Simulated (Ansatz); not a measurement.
**ZnO: the cell at several levels of theory**

An exercise on one series of results from a longer session: the logs are not shown, and one member is left open.

Code: Ansatz 0.2.0. PAW datasets, plane waves, zero pressure. Computed, not measured; no magnetism was allowed, and the structure may never have been made.

### The system as given

This is the cell as the run starts from it, not yet at rest; its lengths are not the crystal's.

The symmetry is P6_3/mmc (No. 194, hexagonal); a = 2.975 Å, c = 3.718 Å in the conventional setting, 7.12 Å³ an atom. Zn has 5 O at 1.72–1.86 Å; O has 5 Zn at 1.72–1.86 Å.

As a file:

```cif
data_structure
_symmetry_space_group_name_H-M 'P6_3/mmc'
_symmetry_Int_Tables_number 194
_cell_length_a 2.9745
_cell_length_b 2.9745
_cell_length_c 3.7180
_cell_angle_alpha 90.000
_cell_angle_beta 90.000
_cell_angle_gamma 120.000
_cell_volume 28.49
loop_
_atom_site_label
_atom_site_type_symbol
_atom_site_symmetry_multiplicity
_atom_site_Wyckoff_symbol
_atom_site_fract_x
_atom_site_fract_y
_atom_site_fract_z
_atom_site_occupancy
Zn1 Zn 2 c 0.33333 0.66667 0.25000 1
O1 O 2 d 0.66667 0.33333 0.25000 1
```

The first run:

Contents of input.yaml:

```yaml
crystal:
  lattice:
    - [2.9745426332, 0.0, 0.0]
    - [-1.4872713166, 2.576029485, 0.0]
    - [0.0, 0.0, 3.7179807]
  atoms:
    - { symbol: Zn, position: [0.3333333333, 0.6666666667, 0.25] }
    - { symbol: Zn, position: [0.6666666667, 0.3333333333, 0.75] }
    - { symbol: O, position: [0.6666666667, 0.3333333333, 0.25] }
    - { symbol: O, position: [0.3333333333, 0.6666666667, 0.75] }
kpoints:
  mp_grid: { grid: [12, 12, 6] }
hamiltonian:
  xc: pbe
scf:
  occupations: { method: fermi_dirac, width: 0.02 }
relax:
  f_tol: 0.005
  cell: {}
output:
  write_density: true
  write_potential: true
  elf: true
  volumetric_format: npy
```

Run with:

```bash
$ ansatz run input.yaml --threads 2 --pin off --max-ram 2211MiB --backend cpu --events-out ev --progress --plain --runs-dir out
```

Among the steps run: Relaxing with PBE; r2SCAN: cell and atoms; Relaxing with PBEsol; Relaxation with LDA; Relaxation with HSE06.

One of the session's tables, all rows but one given; the rest of the session is left out.

It belongs to the step «The cells side by side». 

```
 level  a (Å)  c (Å)  volume (Å³/atom)
   PBE  3.444  4.618            11.861
r2SCAN  3.417  4.478            11.316
PBEsol  3.410  4.489            11.300
   LDA      ?      ?                 ?
 HSE06  3.424  4.500            11.420
```

Q: Estimate the row for LDA from the others.

The run gave: a (Å): 3.368; c (Å): 4.428; volume (Å³/atom): 10.878. In the column «a (Å)» it is the lowest.

In words: The first relaxation changed the volume by +66.5 % from the start. The volume runs from LDA (least) to PBE (most), a spread of 9.0 %, or 2.9 % in length if all axes shared it alike. The meshes differ: PBE 12×12×6, r2SCAN 12×12×6, PBEsol 12×12×6, LDA 12×12×6, HSE06 6×6×4.
